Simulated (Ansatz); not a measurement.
# AgBr (rocksalt type): how the settings move a single-point run

Question: which choices in the input matter for AgBr (rocksalt type)?

Method: reference: DFT, PBE, all-electron LAPW, scalar-relativistic, in Ansatz 0.2.0.

1 further run of the same task is left out (it didn't finish).

## (1) The starting structure

Symmetry: Fm-3m, No. 225, cubic system. The conventional cell has a = 4.697 Å, b = 4.697 Å, c = 4.697 Å, α = 90.00°, β = 90.00°, γ = 90.00°. Ag (site symmetry m-3m) has 6 Br at 2.35 Å as nearest neighbours. Br (site symmetry m-3m) is surrounded by 6 Ag at 2.35 Å.

Structure file:

```
CELL_PARAMETERS angstrom
0.00000 2.34846 2.34846
2.34846 0.00000 2.34846
2.34846 2.34846 0.00000
ATOMIC_POSITIONS crystal
Ag 0.00000 0.00000 0.00000
Br 0.50000 0.50000 0.50000
```

## (2) Reference

File input.yaml:

```yaml
crystal:
  lattice:
    - [0.0, 2.3484624522, 2.3484624522]
    - [2.3484624522, 0.0, 2.3484624522]
    - [2.3484624522, 2.3484624522, 0.0]
  atoms:
    - { symbol: Ag, position: [0.0, 0.0, 0.0] }
    - { symbol: Br, position: [0.5, 0.5, 0.5] }
kpoints:
  mp_grid: { grid: [14, 14, 14] }
scf:
  occupations: { method: fermi_dirac, width: 0.08 }
hamiltonian:
  xc: pbe
  pseudopotentials: { kind: all_electron, lapw: { basis_error: 0.001 } }
output:
  forces: true
  stress: true
  eigenvalues: true
  populations: true
```

The run is started by

```bash
ansatz run input.yaml --threads 1 --pin off --max-ram 2048MiB --backend cpu --events-out ev --progress --plain --runs-dir out
```

## (3) Changed: occupations.method gaussian, occupations.width 0.01

Changes to input.yaml since step 2:

```diff
@@ -11,3 +11,3 @@
 scf:
-  occupations: { method: fermi_dirac, width: 0.08 }
+  occupations: { method: gaussian, width: 0.01 }
 hamiltonian:
```

Q: Predict the outcome of this session. Wanted: for each run, ending; energy change; pressure; gap; force.

**Answer**, as computed:

| run | ending | energy change | pressure (GPa) | gap (eV) | force (eV/Å) | cycles | time |
| --- | --- | --- | --- | --- | --- | --- | --- |
| reference | converged | 0 | 142.1 | 0.00 | 0.00 | 7 | 35 s |
| 1: occupations.method gaussian, occupations.width 0.01 | converged | -0.1 meV/atom (σ→0) | 142.2 | 0.00 | 0.00 | 7 | 37 s |

Residual by cycle in the longest SCF loop of each run; runs are numbered as in the table. The quantity is the density residual dr2, in eV.

| cycle | reference | run 1 |
| --- | --- | --- |
| 1 | 0.433 | 0.434 |
| 2 | 0.109 | 0.0126 |
| 3 | 0.0114 | 0.00753 |
| 4 | 2.8e-4 | 5.6e-4 |
| 5 | 1.1e-5 | 7.2e-6 |
| 6 | 1.4e-6 | 4.7e-7 |
| 7 | 2.1e-8 | 2.7e-9 |

What this shows: Changing the smearing hardly moves the energy: -0.1 meV/atom. The structure is not at rest: the sound run finds 142 GPa, so these are no properties of the relaxed crystal. 
